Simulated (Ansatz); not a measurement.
**Orbital-resolved density of states of Al2Pt**

```xyz
3
Lattice="0.0000 2.9550 2.9550 2.9550 0.0000 2.9550 2.9550 2.9550 0.0000" Properties=species:S:1:pos:R:3 pbc="T T T"
Al    1.4775    1.4775    1.4775
Al    4.4325    4.4325    4.4325
Pt    0.0000    0.0000    0.0000
```

Atom numbers follow the list: Al1, Al2, Pt3.

The cell comes from COD entry 9009032, which wasn't checked; take it as a given geometry.

No spin–orbit coupling, which matters for the heavy atoms here.

These are results of Ansatz 0.2.0, DFT, LDA, all-electron LAPW, scalar-relativistic, not measurements.

Settings: a Γ-centred 12×12×12 k mesh, Fermi–Dirac smearing of 0.08 eV, basis error target 1 meV/atom, no spin polarisation.

States per eV for one atom of each kind, in 0.4 eV bins named by their centres, from the Fermi level, projected on a minimal set of Löwdin-orthogonalised atomic shells; orbitals are real harmonics on the Cartesian axes, equal curves share a column, and empty bins are left out, as is all above 5.8 eV, near the top of the computed bands.

Pt3 5d:

```
# E all dz2=dx2-y2 dxz=dyz=dxy
-8.7 0.01 0.00 0.00
-8.3 0.03 0.00 0.01
-7.9 0.07 0.00 0.02
-7.5 0.09 0.00 0.03
-7.1 0.10 0.00 0.03
-6.7 0.12 0.01 0.03
-6.3 0.13 0.01 0.04
-5.9 1.90 0.01 0.62
-5.5 0.70 0.06 0.20
-5.1 1.42 0.33 0.25
-4.7 3.87 0.46 0.98
-4.3 2.18 0.24 0.57
-3.9 4.03 1.05 0.64
-3.5 4.62 1.70 0.41
-3.1 1.24 0.36 0.18
-2.7 0.49 0.13 0.08
-2.3 0.21 0.04 0.05
-1.9 0.31 0.06 0.06
-1.5 0.25 0.04 0.06
-1.1 0.24 0.05 0.05
-0.7 0.30 0.08 0.04
-0.3 0.24 0.06 0.04
0.1 0.19 0.05 0.03
0.5 0.14 0.03 0.03
0.9 0.10 0.02 0.02
1.3 0.07 0.01 0.01
1.7 0.04 0.01 0.01
2.1 0.03 0.00 0.01
2.5 0.02 0.00 0.00
2.9 0.02 0.00 0.01
3.3 0.25 0.02 0.07
3.7 0.26 0.04 0.06
4.1 0.10 0.02 0.02
4.5 0.05 0.01 0.01
4.9 0.06 0.01 0.01
5.3 0.22 0.03 0.06
```

Al1 3p:

```
# E all pz=px=py
-9.9 0.02 0.01
-9.5 0.04 0.01
-9.1 0.06 0.02
-8.7 0.08 0.03
-8.3 0.11 0.04
-7.9 0.15 0.05
-7.5 0.13 0.04
-7.1 0.11 0.04
-6.7 0.09 0.03
-6.3 0.04 0.01
-5.9 0.39 0.13
-5.5 0.14 0.05
-5.1 0.30 0.10
-4.7 0.50 0.17
-4.3 0.27 0.09
-3.9 0.24 0.08
-3.5 0.16 0.05
-3.1 0.16 0.05
-2.7 0.15 0.05
-2.3 0.13 0.04
-1.9 0.22 0.07
-1.5 0.26 0.09
-1.1 0.32 0.11
-0.7 0.41 0.14
-0.3 0.42 0.14
0.1 0.41 0.14
0.5 0.39 0.13
0.9 0.36 0.12
1.3 0.22 0.07
1.7 0.14 0.05
2.1 0.10 0.03
2.5 0.06 0.02
2.9 0.04 0.01
3.3 0.17 0.06
3.7 0.48 0.16
4.1 0.21 0.07
4.5 0.14 0.05
4.9 0.22 0.07
5.3 0.66 0.22
```

Al1 3s:

```
# E all
-10.3 0.01
-9.9 0.04
-9.5 0.06
-9.1 0.07
-8.7 0.09
-8.3 0.10
-7.9 0.13
-7.5 0.13
-7.1 0.11
-6.7 0.09
-6.3 0.05
-5.9 0.69
-5.5 0.11
-5.1 0.06
-4.7 0.03
-4.3 0.03
-3.9 0.04
-3.5 0.04
-3.1 0.09
-2.7 0.07
-2.3 0.05
-1.9 0.07
-1.5 0.07
-1.1 0.06
-0.7 0.06
-0.3 0.06
0.1 0.05
0.5 0.04
0.9 0.03
1.3 0.03
1.7 0.02
2.1 0.02
2.5 0.02
2.9 0.03
3.3 0.37
3.7 0.54
4.1 0.16
4.5 0.06
4.9 0.11
5.3 0.20
```

Pt3 6s:

```
# E all
-10.3 0.01
-9.9 0.06
-9.5 0.08
-9.1 0.10
-8.7 0.11
-8.3 0.12
-7.9 0.16
-7.5 0.14
-7.1 0.10
-6.7 0.08
-6.3 0.03
-5.9 0.01
-5.5 0.03
-5.1 0.02
-4.7 0.05
-4.3 0.14
-3.9 0.14
-3.5 0.16
-3.1 0.08
-2.7 0.08
-2.3 0.06
-1.9 0.06
-1.5 0.04
-1.1 0.04
-0.7 0.03
-0.3 0.03
0.1 0.02
0.5 0.01
0.9 0.01
1.3 0.01
1.7 0.01
2.1 0.01
3.3 0.06
3.7 0.15
4.1 0.12
4.5 0.13
4.9 0.11
5.3 0.12
```
